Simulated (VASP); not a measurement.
# Lu (P6_3/mmc) in VASP: further runs

The runs below take Lu through single point, with PBE.

Program: VASP 6.6.1. These are calculated values, not measurements. Logs are shortened: lines on timing, memory, paths and dates and some standing lists are left out, and cuts for length are marked.

### Step 1. The structure

Symmetry: P6_3/mmc, No. 194, hexagonal system. Conventional cell: a = 3.503 Å, b = 3.503 Å, c = 5.551 Å, α = 90.00°, β = 90.00°, γ = 120.00°. Around Lu (site symmetry -6m2) lie 12 Lu at 3.43 to 3.50 Å.

### Step 2. Single point, PBE

INCAR

```
SYSTEM = Lu
  PREC = Accurate
  ENCUT = 450
  EDIFF = 0.001
  ISMEAR = 0
  SIGMA = 0.1
  LREAL = .False.
  LASPH = .True.
  NELM = 100
  ALGO = Normal
  ISIF = 2
  LWAVE = .False.
  LCHARG = .False.
  GGA = PE
  ADDGRID = .False.
```

KPOINTS

```
regular mesh
0
Gamma
  11 11 6
  0 0 0
```

POSCAR

```
Lu
1.0
    3.5031000000      0.0000000000      0.0000000000
   -1.7515500000      3.0337735920      0.0000000000
    0.0000000000      0.0000000000      5.5509000000
Lu
2
Direct
    0.6666666667      0.3333333333      0.7500000000
    0.3333333333      0.6666666667      0.2500000000
```

Potentials or basis: VASP PAW PBE potentials, release 64 (Lu_3), 4f in core.

Command:

```sh
> cat potpaw_PBE.64/Lu_3/POTCAR > POTCAR
> mpirun -np 1 vasp_std > vasp.out
```

OUTCAR:

```text
SYSTEM = Lu
   PREC = Accurate
   ENCUT = 450
   EDIFF = 0.001
   ISMEAR = 0
   LREAL = .False.
   LASPH = .True.
   NELM = 100
   ISIF = 2
   GGA = PE

 Found     64 irreducible k-points:

 Following reciprocal coordinates:
            Coordinates               Weight
  0.000000  0.000000  0.000000      1.000000
  0.090909  0.000000  0.000000      6.000000
  0.181818  0.000000  0.000000      6.000000
  0.272727 -0.000000  0.000000      6.000000
  0.363636  0.000000  0.000000      6.000000
  0.454545  0.000000  0.000000      6.000000
   k-points           NKPTS =     64   k-points in BZ     NKDIM =     64   number of bands    NBANDS=     13
   number of dos      NEDOS =    301   number of ions     NIONS =      2
   total plane-waves  NPLWV =  23040
   dimension x,y,z NGX =    24 NGY =   24 NGZ =   40
   dimension x,y,z NGXF=    48 NGYF=   48 NGZF=   80
   ions per type =               2
   NGX,Y,Z   is equivalent  to a cutoff of  11.39, 11.39, 11.98 a.u.
   NGXF,Y,Z  is equivalent  to a cutoff of  22.78, 22.78, 23.96 a.u.
 SYSTEM =  Lu
   PREC   = accura    normal or accurate (medium, high low for compatibility)
   ISTART =      0    job   : 0-new  1-cont  2-samecut
   ICHARG =      2    charge: 1-file 2-atom 10-const
   ISPIN  =      1    spin polarized calculation?
   LNONCOLLINEAR =      F non collinear calculations
   LSORBIT =      F    spin-orbit coupling
   LASPH  =      T    aspherical Exc in radial PAW
   ENCUT  =  450.0 eV  33.07 Ry    5.75 a.u.   6.06  6.06  9.60*2*pi/ulx,y,z
   NELM   =    100;   NELMIN=  2; NELMDL= -5     # of ELM steps
   EDIFF  = 0.1E-02   stopping-criterion for ELM
   LREAL  =      F    real-space projection
   EDIFFG = 0.1E-01   stopping-criterion for IOM
   NSW    =      0    number of steps for IOM
   IBRION =     -1    ionic relax: 0-MD 1-quasi-New 2-CG
   NFREE  =      0    steps in history (QN), initial steepest desc. (CG)
   ISIF   =      2    stress and relaxation
   ISYM   =      2    0-nonsym 1-usesym 2-fastsym
   POTIM  = 0.5000    time-step for ionic-motion
   TEBEG  =    0.0;   TEEND  =   0.0 temperature during run
   PSTRESS=    0.0 pullay stress
   NELECT =      18.0000    total number of electrons
   NUPDOWN=      -1.0000    fix difference up-down
   EMIN   =  10.00;   EMAX   =-10.00  energy-range for DOS
   EFERMI =   0.00;   METHOD = LEGACY
   ISMEAR =     0;   SIGMA  =   0.10  broadening in eV -4-tet -1-fermi 0-gaus
   EFERMI_NEDOS =   21; number of points for ismear=-14 and -15
   IALGO  =     38    algorithm
   IMIX   =      4    mixing-type and parameters
     AMIX     =   0.40;   BMIX     =  1.00
     AMIX_MAG =   1.60;   BMIX_MAG =  1.00
  volume/ion in A,a.u.               =      29.50       199.05
  Fermi-wavevector in a.u.,A,eV,Ry     =   1.102130  2.082723 16.526853  1.214689
  Thomas-Fermi vector in A             =   2.238568
   LORBIT       =      0    0 simple, 1 ext, 2 COOP (PROOUT), +10 PAW based schemes
   GGA     = PE    functional components
   LHFCALC =     F    Hartree Fock is set to
   AEXX    =    0.0000 exact exchange contribution
   IVDW    =     0    specifies the selected vdW correction
   LEPSILON=     F    determine dielectric tensor
   LRPA    =     F    only Hartree local field effects (RPA)
 non-spin polarized calculation
 Gauss-broadening in eV      SIGMA  =   0.10
  energy-cutoff  :      450.00
  volume of cell :       58.99
 maximum number of plane-waves:      1296
   NGX = 13   NGY = 13   NGZ = 19

 number of electron      18.0000001 magnetization

 Free energy of the ion-electron system (eV)
  ---------------------------------------------------
  ext. energy  EPLUGINS =         0.00000000
  ---------------------------------------------------
  free energy    TOTEN  =        -8.91510625 eV

  energy without entropy =       -8.89981484  energy(sigma->0) =       -8.90746054

 E-fermi :   2.7782     XC(G=0):  -9.9086

 val. band max:        2.7656721203   @ k =   0.3636   0.0000   0.0000
 cond. band min:       2.8154352799   @ k =   0.3636   0.1818   0.3333
 fundamental gap:      0.0497631596
 Fermi energy:         2.7782020267

 k-point     1 :       0.0000    0.0000    0.0000
  band No.  band energies     occupation
      1     -24.2749      2.00000
      2     -23.8670      2.00000
      3     -23.8670      2.00000
      4     -23.7911      2.00000
      5     -23.7911      2.00000
      6     -23.7643      2.00000
      7      -3.2478      2.00000
      8       0.3396      2.00000
      9       3.3277      0.00000
     10       4.9913      0.00000
     11       4.9938      0.00000
     12       5.2932      0.00000
     13       5.7200      0.00000

 k-point     2 :       0.0909    0.0000    0.0000
  band No.  band energies     occupation
      1     -24.2622      2.00000
      2     -23.8932      2.00000
      3     -23.8758      2.00000
      4     -23.8188      2.00000
      5     -23.7948      2.00000
      6     -23.7701      2.00000
      7      -3.0511      2.00000
      8       0.5414      2.00000
      9       3.1937      0.00000
     10       4.4992      0.00000
     11       5.1806      0.00000
     12       5.5365      0.00000
     13       5.9751      0.00000

 k-point     3 :       0.1818    0.0000    0.0000
  band No.  band energies     occupation
      1     -24.2263      2.00000
      2     -23.9638      2.00000
      3     -23.8987      2.00000
      4     -23.8913      2.00000
      5     -23.8055      2.00000
      6     -23.7876      2.00000
      7      -2.4864      2.00000
      8       1.0866      2.00000
      9       2.8619      0.23652
     10       3.7826      0.00000
     11       4.8420      0.00000
     12       5.4555      0.00000
     13       5.7355      0.00000

 k-point     4 :       0.2727   -0.0000    0.0000
  band No.  band energies     occupation
      1     -24.1733      2.00000
      2     -24.0568      2.00000
      3     -23.9826      2.00000
      4     -23.9275      2.00000
      5     -23.8205      2.00000
      6     -23.8163      2.00000
      7      -1.6314      2.00000
      8       1.7022      2.00000
      9       2.4726      1.99998
     10       3.1612      0.00000
     11       4.4050      0.00000
     12       4.9044      0.00000
     13       5.2345      0.00000

 k-point     5 :       0.3636    0.0000    0.0000
  band No.  band energies     occupation
      1     -24.1425      2.00000
      2     -24.1136      2.00000
      3     -24.0632      2.00000
      4     -23.9531      2.00000
      5     -23.8535      2.00000
      6     -23.8350      2.00000
      7      -0.6274      2.00000
      8       1.8140      2.00000
      9       2.1472      2.00000
     10       2.7657      1.14065
     11       4.5246      0.00000
     12       4.5887      0.00000
     13       4.9093      0.00000

 k-point     6 :       0.4545    0.0000    0.0000
  band No.  band energies     occupation
      1     -24.1934      2.00000
      2     -24.1098      2.00000
      3     -24.0665      2.00000
      4     -23.9681      2.00000
      5     -23.8873      2.00000
      6     -23.8438      2.00000
      7       0.2584      2.00000
      8       1.4960      2.00000
      9       1.9651      2.00000
     10       2.5034      1.99990
     11       4.3291      0.00000
     12       4.7373      0.00000
     13       5.0331      0.00000

 [... further k-points ...]

------------------------ aborting loop because EDIFF is reached ----------------------------------------

  FORCE on cell =-STRESS in cart. coord.  units (eV):
  Direction    XX          YY          ZZ          XY          YZ          ZX
  --------------------------------------------------------------------------------------
  -------------------------------------------------------------------------------------
  Total        0.2030401      0.2030401     -0.2440484      0.0000000      0.0000000      0.0000000
  in kB        5.5143355      5.5143355     -6.6280753      0.0000000      0.0000000      0.0000000
  external PRESSURE =       1.4668653 kB  Pullay stress =       0.0000000 kB

 VOLUME and BASIS-vectors are now :
 -----------------------------------------------------------------------------
  energy-cutoff  :      450.00
  volume of cell :       58.99
      direct lattice vectors                 reciprocal lattice vectors
     3.503100000  0.000000000  0.000000000     0.285461448  0.164811244  0.000000000
    -1.751550000  3.033773592  0.000000000     0.000000000  0.329622488  0.000000000
     0.000000000  0.000000000  5.550900000     0.000000000  0.000000000  0.180150967

 POSITION                                       TOTAL-FORCE (eV/Angst)
 -----------------------------------------------------------------------------------
      1.75155      1.01126      4.16318         0.000000     -0.000000      0.000000
     -0.00000      2.02252      1.38773        -0.000000      0.000000      0.000000
 -----------------------------------------------------------------------------------
    total drift:                               -0.000000      0.000000     -0.000000

  FREE ENERGIE OF THE ION-ELECTRON SYSTEM (eV)
  ---------------------------------------------------
  free  energy   TOTEN  =        -8.9151062479 eV

  energy  without entropy=       -8.8998148352  energy(sigma->0) =       -8.90746054
```

Wall time 9.9 s (1 thread of Intel Xeon 6975P-C (Granite Rapids), shared host); peak memory 0.17 GiB.

The run converged, but some of its settings lie outside the range that counts as converged, so its numbers aren't taken as properties of the crystal.

Results:

| Item | Value |
| --- | --- |
| Free energy | -8.9151 eV |
| Pressure | 0.1 GPa |
| Band gap on the k mesh | none (metal or under the smearing width) |

### Step 3. Single point, PBE

INCAR is that of step 2.

KPOINTS is that of step 2.

POSCAR

```
Lu
1.0
    3.5031000000      0.0000000000      0.0000000000
   -1.7515500000      3.0337735920      0.0000000000
    0.0000000000      0.0000000000      5.5509000000
Lu
2
Direct
    0.6483880000      0.2977880000      0.7516770000
    0.3414390000      0.6668870000      0.2457360000
```

Potentials or basis: VASP PAW PBE potentials, release 64 (Lu_3), 4f in core.

Command:

```sh
> cat potpaw_PBE.64/Lu_3/POTCAR > POTCAR
> mpirun -np 1 vasp_std > vasp.out
```

Run time: 48 s. Hardware: 1 thread of Intel Xeon 6975P-C (Granite Rapids), shared host; peak memory 0.32 GiB.

These settings aren't checked as converged: the numbers below hold their error.

Results:

```
Free energy            : -8.9030 eV
Pressure               : 0.6 GPa
Largest force          : 0.225 eV/Å
Band gap on the k mesh : none (metal or under the smearing width)
```

### Step 4. Single point, PBE

INCAR, as its differences from that of step 3:

```diff
@@ -3,3 +3,3 @@
   ENCUT = 450
-  EDIFF = 0.001
+  EDIFF = 1E-4
   ISMEAR = 0
```

KPOINTS is that of step 3.

POSCAR

```
Lu
1.0
    3.5031000000      0.0000000000      0.0000000000
   -1.7515500000      3.0337735920      0.0000000000
    0.0000000000      0.0000000000      5.5509000000
Lu
2
Direct
    0.6666666667      0.3333333333      0.7500000000
    0.3333333333      0.6666666667      0.2500000000
```

Command:

```sh
> cat potpaw_PBE.64/Lu_3/POTCAR > POTCAR
> mpirun -np 1 vasp_std > vasp.out
```

Wall time 10 s (1 thread of Intel Xeon 6975P-C (Granite Rapids), shared host); peak memory 0.18 GiB.

These settings aren't checked as converged: the numbers below hold their error.

Results:

* Free energy: -8.9151 eV
* Pressure: -0.1 GPa
* Band gap on the k mesh: none (metal or under the smearing width)

(Continued in part 2 of 2.)
